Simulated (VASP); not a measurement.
Li: electric field gradients with r2SCAN

Li:

```
Li
1.0
     3.09462    0.00000    0.00000
    -1.54731    2.68002    0.00000
     0.00000    0.00000    5.06094
Li
2
Direct
  0.33333 0.66667 0.25000
  0.66667 0.33333 0.75000
```

This isn't the form of Li at room conditions, which is bcc.

The cell isn't the ideal one: functional r2scan, volume scaled by 1.04, PAW files.

```yaml
Program: VASP 6.6.1
Task: electric field gradients
Functional: r2SCAN
Potentials_or_basis: VASP PAW PBE potentials, release 64 (Li_sv)
Cutoff: 520 eV
k_mesh: 16 × 16 × 9
Occupations: fermi-dirac, width 0.05 eV
Spin: no spin polarisation
Dipole_correction: no
Further_INCAR_settings: ALGO = Normal; EDIFF = 1e-08; NBANDS = 10
```

```json
{
 "Band gap on the k mesh": "none (metal or under the smearing width)"
}
```

Levels at points of the mesh, in eV from the Fermi level:
| k point | band 1 | band 2 | band 3 | band 4 | band 5 | band 6 |
| --- | --- | --- | --- | --- | --- | --- |
| (0.00, 0.00, 0.00) | -48.14 | -48.12 | -3.81 | 0.00 | 3.04 | 13.51 |
| (0.50, 0.00, 0.00) | -48.12 | -48.12 | -0.08 | 1.10 | 5.00 | 6.12 |

Electric field gradients, principal values (V/Å²):
| atom | Vxx | Vyy | Vzz |
| --- | --- | --- | --- |
| 1 Li | -0.004 | -0.004 | 0.008 |
| 2 Li | -0.004 | -0.004 | 0.008 |

Run time: 4.4 min on 1 thread of Intel(R) Xeon(R) Platinum 8488C (Sapphire Rapids), on a shared host, peak memory 0.18 GiB.
